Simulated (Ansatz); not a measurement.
## Al2Ru under pressure

The calculation used DFT PBEsol, scalar-relativistic, plane waves, PAW in Ansatz. Plane waves to 420 eV; Γ-centred k mesh 10×10×10; Gaussian smearing of 0.01 eV. No spin polarisation. Phonons by linear response, acoustic sum rule imposed.

Equilibrium structure at this level:
```cif
data_structure
_symmetry_space_group_name_H-M 'P 1'
_symmetry_Int_Tables_number 1
_cell_length_a 5.9271
_cell_length_b 4.9753
_cell_length_c 4.6291
_cell_angle_alpha 76.118
_cell_angle_beta 54.577
_cell_angle_gamma 49.305
_cell_volume 82.21
loop_
_atom_site_label
_atom_site_type_symbol
_atom_site_fract_x
_atom_site_fract_y
_atom_site_fract_z
_atom_site_occupancy
Al1 Al 0.07893 0.42107 0.07893 1
Al2 Al 0.42107 0.07893 0.42107 1
Al3 Al 0.17107 0.82893 0.17107 1
Al4 Al 0.82893 0.17107 0.82893 1
Ru1 Ru 0.75000 0.75000 0.75000 1
Ru2 Ru 0.50000 0.50000 0.50000 1
```

Question: The cell is relaxed again at 2 and 6 GPa. How do volume, gap and optical modes at Γ (cm⁻¹, counted from the lowest optical one; a degenerate one stands once) change?

Answer:
```csv
,0 GPa,2 GPa,6 GPa
V/V0,1.000,0.989,0.969
gap (eV),0.08,0.09,0.10
mode 1,133,136,141
mode 2,180,184,193
mode 3,207,209,212
mode 4,224,228,233
mode 5,242,247,258
mode 6,244,249,258
mode 7,244,250,262
mode 8,267,271,279
mode 9,297,304,316
mode 10,348,355,367
mode 11,353,360,374
mode 12,380,387,399
mode 13,391,398,410
mode 14,414,420,431
mode 15,470,477,490
```